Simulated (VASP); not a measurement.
# VASP 6.6.1 run: CdTe

INCAR

```
NBANDS = 16
NELM = 120
IBRION = -1
ENCUT = 520
LWAVE = .FALSE.
NSW = 0
EDIFF = 1E-7
SIGMA = 0.02
ALGO = All
LASPH = .TRUE.
ISMEAR = -1
LREAL = .FALSE.
PREC = Accurate
ISIF = 2
LCHARG = .FALSE.
GGA = PE
```

KPOINTS

```
KPOINTS created by Atomic Simulation Environment
0
Gamma
6 6 6
0 0 0
```

POSCAR

```
Cd Te
 1.0000000000000000
     0.0000000000000000    3.2799551162000000    3.3455542184999998
     3.2799551162000000    0.0000000000000000    3.3455542184999998
     3.2799551162000000    3.2799551162000000    0.0000000000000000
 Cd  Te
   1   1
Cartesian
  0.0000000000000000  0.0000000000000000  0.0000000000000000
  1.6399775581000000  1.6399775581000000  1.6727771092499999
```

The recommended PBE PAW datasets give the neutral cell 18 valence electrons.

Command

```
mpirun -np 1 vasp_std
```

OSZICAR

```
N       E                     dE             d eps       ncg     rms           ort
DAV:   1     0.102454567968E+03    0.10245E+03   -0.89640E+03   480   0.103E+03
DAV:   2    -0.121390888810E+01   -0.10367E+03   -0.99112E+02   480   0.235E+02
DAV:   3    -0.500401343285E+01   -0.37901E+01   -0.37836E+01   480   0.470E+01
DAV:   4    -0.504109035850E+01   -0.37077E-01   -0.37075E-01   480   0.405E+00
DAV:   5    -0.504119940545E+01   -0.10905E-03   -0.10905E-03   480   0.195E-01
SDA:   6    -0.446576740295E+01    0.57543E+00   -0.10905E-03   480   0.142E+01   0.000E+00
CGA:   7    -0.474939356817E+01   -0.28363E+00   -0.28362E+00   480   0.140E+00   0.314E-02
CGA:   8    -0.479652100053E+01   -0.47127E-01   -0.47145E-01   480   0.181E-01  -0.463E-04
CGA:   9    -0.480438581764E+01   -0.78648E-02   -0.78547E-02   480   0.233E-02   0.483E-04
CGA:  10    -0.480521398959E+01   -0.82817E-03   -0.83090E-03   480   0.372E-03  -0.231E-04
CGA:  11    -0.480531600979E+01   -0.10202E-03   -0.10162E-03   480   0.482E-04   0.141E-04
CGA:  12    -0.480533368172E+01   -0.17672E-04   -0.17626E-04   480   0.622E-05   0.450E-06
CGA:  13    -0.480533627133E+01   -0.25896E-05   -0.24822E-05   480   0.132E-05   0.799E-06
SDA:  14    -0.480533654310E+01   -0.27177E-06   -0.31667E-06   480   0.484E-06   0.738E-06
SDA:  15    -0.480533665496E+01   -0.11186E-06   -0.11864E-06   480   0.230E-06   0.295E-06
SDA:  16    -0.480533669090E+01   -0.35942E-07   -0.46933E-07   480   0.153E-06   0.179E-06
   1 F= -.48053367E+01 E0= -.48053367E+01  d E =-.434678E-08
```

From OUTCAR

```
k-points           NKPTS =     30   k-points in BZ     NKDIM =     30   number of bands    NBANDS=     16

   NELECT =      18.0000    total number of electrons

   dimension x,y,z NGX =    36 NGY =   36 NGZ =   36
   dimension x,y,z NGXF=    72 NGYF=   72 NGZF=   72

  energy-cutoff  :      520.00
  volume of cell :       71.98
      direct lattice vectors                 reciprocal lattice vectors
     0.000000000  3.279955116  3.345554218    -0.152441110  0.152441110  0.149452069
     3.279955116  0.000000000  3.345554218     0.152441110 -0.152441110  0.149452069
     3.279955116  3.279955116  0.000000000     0.152441110  0.152441110 -0.149452069

 k-points in reciprocal lattice and weights: KPOINTS created by Atomic Simulation Env
   0.00000000  0.00000000  0.00000000       0.005
   0.16666667  0.00000000  0.00000000       0.037
   0.33333333  0.00000000  0.00000000       0.037
   0.50000000 -0.00000000  0.00000000       0.019
   0.16666667  0.16666667  0.00000000       0.009
   0.33333333  0.16666667  0.00000000       0.037
   0.50000000  0.16666667  0.00000000       0.037
  -0.33333333  0.16666667  0.00000000       0.037
   ...

 E-fermi :   2.1744

 k-point     1 :       0.0000    0.0000    0.0000
  band No.  band energies     occupation
      1      -9.0095      2.00000
      2      -6.2590      2.00000
      3      -6.2541      2.00000
      4      -6.2541      2.00000
      5      -6.0359      2.00000
      6      -6.0343      2.00000
      7       1.8144      2.00000
      8       1.8784      2.00000
      9       1.8784      2.00000
     10       2.4565      0.00000
     11       6.4904      0.00000
     12       6.4904      0.00000
     13       6.4973      0.00000
     14       9.2421      0.00000
     15      10.9734      0.00000
     16      11.2471      0.00000

 k-point     2 :       0.1667    0.0000    0.0000
  band No.  band energies     occupation
      1      -8.9223      2.00000
      2      -6.2418      2.00000
      3      -6.2384      2.00000
      4      -6.1781      2.00000
      5      -6.0361      2.00000
      6      -6.0357      2.00000
      7       0.1881      2.00000
      8       1.6264      2.00000
      9       1.6831      2.00000
     10       3.5760      0.00000
     11       6.5469      0.00000
     12       6.8093      0.00000
     13       6.8120      0.00000
     14      10.1554      0.00000
     15      10.2988      0.00000
     16      10.3766      0.00000

 k-point     3 :       0.3333    0.0000    0.0000
  band No.  band energies     occupation
      1      -8.7486      2.00000
      2      -6.2149      2.00000
      3      -6.2108      2.00000
      4      -6.0336      2.00000
      5      -6.0319      2.00000
      6      -5.9307      2.00000
      7      -1.5067      2.00000
      8       1.2715      2.00000
      9       1.3522      2.00000
     10       3.7101      0.00000
     11       7.0421      0.00000
     12       7.1264      0.00000
     13       7.9709      0.00000
     14       9.9226      0.00000
     15      10.6693      0.00000
     16      10.6873      0.00000

 ...

  Total        0.2096877      0.2096877      0.0594396      0.0000000      0.0000000     -0.0000000
  in kB        4.6671283      4.6671283      1.3229776      0.0000000      0.0000000     -0.0000000
  external PRESSURE =       3.5524114 kB  Pullay stress =       0.0000000 kB

 POSITION                                       TOTAL-FORCE (eV/Angst)
 -----------------------------------------------------------------------------------
      0.00000      0.00000      0.00000        -0.000000     -0.000000     -0.000000
      1.63998      1.63998      1.67278         0.000000      0.000000      0.000000
 -----------------------------------------------------------------------------------
    total drift:                               -0.000000     -0.000000     -0.000001

  FREE ENERGIE OF THE ION-ELECTRON SYSTEM (eV)
  ---------------------------------------------------
  free  energy   TOTEN  =        -4.8053366909 eV

  energy  without entropy=       -4.8053366866  energy(sigma->0) =       -4.80533669
```

It converged. Results: gap between bands v and c on the k mesh 0.58 eV; least direct gap on the k mesh 0.58 eV; pressure 0.4 GPa. Band v is the last that the valence electrons fill when counted band by band, and c is the next.

For comparison, a separate PBE run of the intended cell, on usual settings and not on those above, gives a gap of 0.58 eV on its mesh and a pressure of 0.4 GPa.

The run above took about 36 s on one core of a shared host (Intel Xeon Platinum 8488C) and held 0.25 GiB at most.
